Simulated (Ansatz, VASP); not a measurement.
**Two plane-wave programs on ZnS**

```
Zn S
1.0
     0.00000    2.70465    2.70465
     2.70465    0.00000    2.70465
     2.70465    2.70465    0.00000
Zn S
1 1
Direct
  0.00000 0.00000 0.00000
  0.75000 0.75000 0.75000
```

Alike in both runs: task single point; functional PBE; k mesh 8 × 8 × 8; occupations gaussian, width 0.05 eV; no spin polarisation.

|  | VASP | Ansatz |
| --- | --- | --- |
| version | VASP 6.6.1 | Ansatz 0.2.0 |
| potentials or method | VASP PAW PBE potentials, release 64 (Zn, S) | scalar-relativistic, plane waves, PAW |
| plane-wave cutoff (eV) | 520 | 420 |
| valence electrons in the cell | 18 | 18 |

Ansatz gave:

* gap on the k mesh at the Fermi level (eV): 2.10
* least direct gap on the mesh (eV): 2.10
* pressure (GPa): 1.4

Problem. Estimate VASP's values.

Solution. gap on the k mesh at the Fermi level (eV): 2.10; least direct gap on the mesh (eV): 2.10; pressure (GPa): 1.5.

As with any semilocal functional, this PBE gap is likely too small.
